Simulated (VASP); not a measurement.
# BeS in VASP 6.6.1, single-point calculation

INCAR

```
GGA = PE
NBANDS = 8
LCHARG = .FALSE.
NELM = 50
ENCUT = 520
LWAVE = .FALSE.
LREAL = .FALSE.
PREC = Accurate
NSW = 0
ISMEAR = -1
LASPH = .TRUE.
ISIF = 2
IBRION = -1
EDIFF = 1E-7
SIGMA = 0.02
```

KPOINTS

```
KPOINTS created by Atomic Simulation Environment
0
Gamma
10 10 10
0 0 0
```

POSCAR

```
Be S
 1.0000000000000000
     0.0000000000000000    2.3172971968999998    2.3172971968999998
     2.4099890847999998    0.0000000000000000    2.3172971968999998
     2.4099890847999998    2.3172971968999998    0.0000000000000000
 Be  S
   1   1
Cartesian
  0.0000000000000000  0.0000000000000000  0.0000000000000000
  2.4099890847999998  2.3172971968999998  2.3172971968999998
```

The recommended PBE PAW datasets give the neutral cell 8 valence electrons.

Command

```
mpirun -np 1 vasp_std
```

OSZICAR

```
N       E                     dE             d eps       ncg     rms          rms(c)
DAV:   1     0.196584573225E+02    0.19658E+02   -0.40494E+03  1632   0.868E+02
DAV:   2    -0.828011807341E+01   -0.27939E+02   -0.27062E+02  2376   0.119E+02
DAV:   3    -0.895684338422E+01   -0.67673E+00   -0.67673E+00  1912   0.234E+01
DAV:   4    -0.896042425269E+01   -0.35809E-02   -0.35809E-02  2904   0.180E+00
DAV:   5    -0.896042580123E+01   -0.15485E-05   -0.15485E-05  2000   0.270E-02    0.600E+00
DAV:   6    -0.887417579457E+01    0.86250E-01   -0.26151E-01  2120   0.263E+00    0.410E+00
DAV:   7    -0.887279983445E+01    0.13760E-02   -0.73568E-02  2592   0.162E+00    0.168E+00
DAV:   8    -0.887373581413E+01   -0.93598E-03   -0.60459E-03  1904   0.507E-01    0.269E-01
DAV:   9    -0.887372012229E+01    0.15692E-04   -0.13807E-04  2576   0.104E-01    0.613E-02
DAV:  10    -0.887374419457E+01   -0.24072E-04   -0.50134E-05  2272   0.531E-02    0.425E-02
DAV:  11    -0.887374047763E+01    0.37169E-05   -0.15508E-05  2296   0.203E-02    0.234E-03
DAV:  12    -0.887374064960E+01   -0.17196E-06   -0.30985E-07  2176   0.527E-03    0.107E-03
DAV:  13    -0.887374060602E+01    0.43575E-07   -0.84721E-09  1312   0.623E-04
   1 F= -.88737406E+01 E0= -.88737406E+01  d E =-.409932E-11
```

Standard output (part)

```
POSCAR found type information on POSCAR BeS
 POSCAR found :  2 types and       2 ions
 LDA part: xc-table for (Slater+PW92), standard interpolation
 POSCAR, INCAR and KPOINTS ok, starting setup
 WAVECAR not read
 entering main loop
```

From OUTCAR

```
k-points           NKPTS =    102   k-points in BZ     NKDIM =    102   number of bands    NBANDS=      8

   NELECT =       8.0000    total number of electrons

   dimension x,y,z NGX =    24 NGY =   28 NGZ =   28
   dimension x,y,z NGXF=    48 NGYF=   56 NGZF=   56

  energy-cutoff  :      520.00
  volume of cell :       25.88
      direct lattice vectors                 reciprocal lattice vectors
     0.000000000  2.317297197  2.317297197    -0.207469819  0.215768612  0.215768612
     2.409989085  0.000000000  2.317297197     0.207469819 -0.215768612  0.215768612
     2.409989085  2.317297197  0.000000000     0.207469819  0.215768612 -0.215768612

 k-points in reciprocal lattice and weights: KPOINTS created by Atomic Simulation Env
   0.00000000  0.00000000  0.00000000       0.001
   0.10000000 -0.00000000 -0.00000000       0.008
   0.20000000 -0.00000000 -0.00000000       0.008
   0.30000000  0.00000000  0.00000000       0.008
   0.40000000  0.00000000  0.00000000       0.008
   0.50000000  0.00000000  0.00000000       0.004
   0.10000000  0.10000000  0.00000000       0.004
   0.20000000  0.10000000 -0.00000000       0.016
   ...

 E-fermi :   6.5307

 k-point     1 :       0.0000    0.0000    0.0000
  band No.  band energies     occupation
      1      -8.6390      2.00000
      2       5.6856      2.00000
      3       5.6856      2.00000
      4       6.1137      2.00000
      5      10.9761      0.00000
      6      14.6887      0.00000
      7      14.6968      0.00000
      8      15.1632      0.00000

 k-point     2 :       0.1000   -0.0000   -0.0000
  band No.  band energies     occupation
      1      -8.4980      2.00000
      2       4.8896      2.00000
      3       5.6717      2.00000
      4       5.9466      2.00000
      5      11.4195      0.00000
      6      13.6780      0.00000
      7      14.5143      0.00000
      8      14.5531      0.00000

 k-point     3 :       0.2000   -0.0000   -0.0000
  band No.  band energies     occupation
      1      -8.0909      2.00000
      2       3.1040      2.00000
      3       5.6532      2.00000
      4       5.7755      2.00000
      5      11.3628      0.00000
      6      12.3065      0.00000
      7      12.8714      0.00000
      8      14.9095      0.00000

 k-point     4 :       0.3000    0.0000    0.0000
  band No.  band energies     occupation
      1      -7.4793      2.00000
      2       1.2504      2.00000
      3       5.6292      2.00000
      4       5.6695      2.00000
      5      10.6429      0.00000
      6      11.2270      0.00000
      7      11.4853      0.00000
      8      15.6751      0.00000

 k-point     5 :       0.4000    0.0000    0.0000
  band No.  band energies     occupation
      1      -6.8312      2.00000
      2      -0.2106      2.00000
      3       5.5440      2.00000
      4       5.7207      2.00000
      5      10.0217      0.00000
      6      10.5700      0.00000
      7      10.5993      0.00000
      8      15.9176      0.00000

 k-point     6 :       0.5000    0.0000    0.0000
  band No.  band energies     occupation
      1      -6.5177      2.00000
      2      -0.8042      2.00000
      3       5.5188      2.00000
      4       5.7515      2.00000
      5       9.7867      0.00000
      6      10.2449      0.00000
      7      10.3975      0.00000
      8      15.9683      0.00000

 ...

  Total       -0.9522510     -0.5003466     -0.5003466     -0.0000000      0.0000000      0.0000000
  in kB      -58.9458851    -30.9722669    -30.9722669     -0.0000000      0.0000000      0.0000000
  external PRESSURE =     -40.2968063 kB  Pullay stress =       0.0000000 kB

 POSITION                                       TOTAL-FORCE (eV/Angst)
 -----------------------------------------------------------------------------------
      0.00000      0.00000      0.00000         0.000000      0.000000      0.000000
      2.40999      2.31730      2.31730         0.000000      0.000000     -0.000000
 -----------------------------------------------------------------------------------
    total drift:                               -0.000000     -0.000000      0.000000

  FREE ENERGIE OF THE ION-ELECTRON SYSTEM (eV)
  ---------------------------------------------------
  free  energy   TOTEN  =        -8.8737406060 eV

  energy  without entropy=       -8.8737406060  energy(sigma->0) =       -8.87374061
```

It converged. Results: gap between bands v and c on the k mesh 0.85 eV; least direct gap on the k mesh 3.64 eV; pressure -4.0 GPa. Band v is the last that the valence electrons fill when counted band by band, and c is the next.

For comparison, a separate PBE run of the intended cell, on usual settings and not on those above, gives a gap of 0.85 eV on its mesh and a pressure of -4.0 GPa.

The run above took about 13 s on one core of a shared host (Intel Xeon Platinum 8488C) and held 0.15 GiB at most.
